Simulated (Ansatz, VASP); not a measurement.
## MgO: VASP beside Ansatz

```
Mg O
1.0
     3.23992    0.00000    0.00000
    -1.61996    2.80585    0.00000
     0.00000    0.00000    5.21822
Mg O
2 2
Cartesian
  0.0000 1.8706 -0.1658
  1.6200 0.9353 2.4434
  0.0000 1.8706 2.0922
  1.6200 0.9353 4.7013
```

Alike in both runs: task single point; functional PBEsol; k mesh 9 × 9 × 6; occupations gaussian, width 0.05 eV; no spin polarisation.

```csv
,VASP,Ansatz
version,VASP 6.6.1,Ansatz 0.2.0
potentials or method,"VASP PAW PBE potentials, release 64 (Mg, O)","scalar-relativistic, plane waves, PAW"
plane-wave cutoff (eV),520,520
valence electrons in the cell,16,32
```

|  | VASP | Ansatz | Ansatz less VASP |
| --- | --- | --- | --- |
| gap on the k mesh at the Fermi level (eV) | 3.17 | 3.18 | +0.006 |
| least direct gap on the mesh (eV) | 3.17 | 3.18 | +0.006 |
| pressure (GPa) | 3.8 | 3.9 | +0.16 |
| largest component of the traceless stress (GPa) | 14.20 | 14.00 | -0.195 |
| rms of the force components (eV/Å) | 0.493 | 0.485 | -0.0074 |

Atom by atom the forces differ by 0.007 eV/Å (rms over components). The two sets of potentials don't hold the same shells in valence. Ansatz warned: «pseudo_functional_mismatch».

Caveats: the PAW data sets were made with another functional, which shifts forces and pressure a little (VASP); an odd mesh through Γ misses points on the zone boundary, where band edges often lie.
